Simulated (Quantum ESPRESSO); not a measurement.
Crystal: TiC.

```
Ti C
1.0
     0.00000    2.16572    2.16572
     2.16572    0.00000    2.16572
     2.16572    2.16572    0.00000
Ti C
1 1
Direct
  0.00000 0.00000 0.00000
  0.50000 0.50000 0.50000
```

The cell is a database's computed one.

Base run:

```yaml
Program: Quantum ESPRESSO 7.5
Functional: PBEsol
Potentials_or_basis: SSSP 1.3 efficiency PBE
Cutoff: 748 eV
Density_cutoff: 5987 eV
k_mesh: 11 × 11 × 11
Occupations: fermi-dirac, width 0.05 eV
Spin: no spin polarisation
Hubbard_terms: Ti d U = 6 eV
```

Its results: band gap on the k mesh none (metal or under the smearing width); pressure 5.5 GPa.

Task: After a change of settings the same cell gave: band gap on the k mesh none (metal or under the smearing width); pressure 10.8 GPa. Which change was it?
A. potentials or basis from SSSP 1.3 efficiency PBE to PseudoDojo 0.4.1 SR PBEsol standard; cutoff from 748 eV to 1143 eV; density cutoff from 5987 eV to 4572 eV; hubbard terms from Ti d U = 6 eV to none; hubbard projectors from ortho-atomic to none
B. hubbard terms from Ti d U = 6 eV to Ti d U = 8 eV
C. potentials or basis from SSSP 1.3 efficiency PBE to GBRV 1.5 PBEsol; cutoff from 748 eV to 612 eV; density cutoff from 5987 eV to 4898 eV; hubbard terms from Ti d U = 6 eV to none; hubbard projectors from ortho-atomic to none
D. hubbard terms from Ti d U = 6 eV to Ti d U = 4 eV

Result: B.

Caveats: the potentials were made for another functional, which shifts forces and pressure; U without spin polarisation on a metal has little footing; the U is typed as a test and isn't derived for this compound.

Not every run made on this cell is shown here.
